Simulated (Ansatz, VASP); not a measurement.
**CdSe: VASP beside Ansatz**

```
Cd Se
1.0
     0.00000    3.00813    3.00813
     3.00813    0.00000    3.00813
     3.00813    3.00813    0.00000
Cd Se
1 1
Direct
  0.00000 0.00000 0.00000
  0.25000 0.25000 0.25000
```

Change from the starting cell: volume scaled by 0.9405, PAW files.

Alike in both runs: task electric field gradients; functional LDA; k mesh 8 × 8 × 8; occupations fermi-dirac, width 0.03 eV; no spin polarisation.

|  | VASP | Ansatz |
| --- | --- | --- |
| version | VASP 6.6.1 | Ansatz 0.2.0 |
| potentials or method | VASP PAW LDA potentials, release 64 (Cd, Se) | PAW with Ansatz's default frozen-core files, scalar-relativistic |
| plane-wave cutoff (eV) | 520 | 420 |
| valence electrons in the cell | 18 | 36 |

|  | VASP | Ansatz | Ansatz less VASP |
| --- | --- | --- | --- |
| pressure (GPa) | 0.2 | -0.2 | -0.48 |
| Vzz of the field gradient on the site that differs most (V/Å²) | 0.0 | 0.0 | 0.00 |

The two sets of potentials don't hold the same shells in valence. Ansatz warned: «gradients_without_spin_orbit».
